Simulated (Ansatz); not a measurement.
Crystal: CuI (Marshite).

```xyz
2
Lattice="0.0000 3.0315 3.0315 3.0315 0.0000 3.0315 3.0315 3.0315 0.0000" Properties=species:S:1:pos:R:3 pbc="T T T"
I     0.0000    0.0000    0.0000
Cu    4.5473    4.5473    4.5473
```

* Program: Ansatz 0.2.0
* Task: relaxation of cell and atoms
* Functional: BLYP
* Dispersion: D3(BJ)
* Potentials or basis: Ansatz PAW
* Cutoff: 420 eV (not typed: the program's choice for these potentials)
* k mesh: 8 × 8 × 8
* Occupations: fermi-dirac, width 0.05 eV
* Spin: no spin polarisation

At the start: volume 27.86 Å³/atom.

Q: Where does the relaxation end?

A: It ends after 3 steps and the volume is 26.71 Å³/atom (-4.1 %); space group F-43m (No. 216, to 0.05 Å).

Step by step:
```csv
step,energy change (eV),largest force (eV/Å),volume (Å³)
1,0.0000,0.0000,55.72
2,-0.0139,0.0000,53.41
3,-0.0134,0.0000,53.41
```

Final structure:
```
CELL_PARAMETERS angstrom
0.00000 2.98908 2.98908
2.98908 0.00000 2.98908
2.98908 2.98908 0.00000
ATOMIC_POSITIONS crystal
I 0.00000 0.00000 0.00000
Cu 0.75000 0.75000 0.75000
```

Caveat: the plane-wave basis is chosen anew once the cell has moved, so the energies of steps on either side of that aren't comparable; the PAW data sets come from PBE, with cores solved anew for the run's functional, which leaves a small shift of forces and pressure.
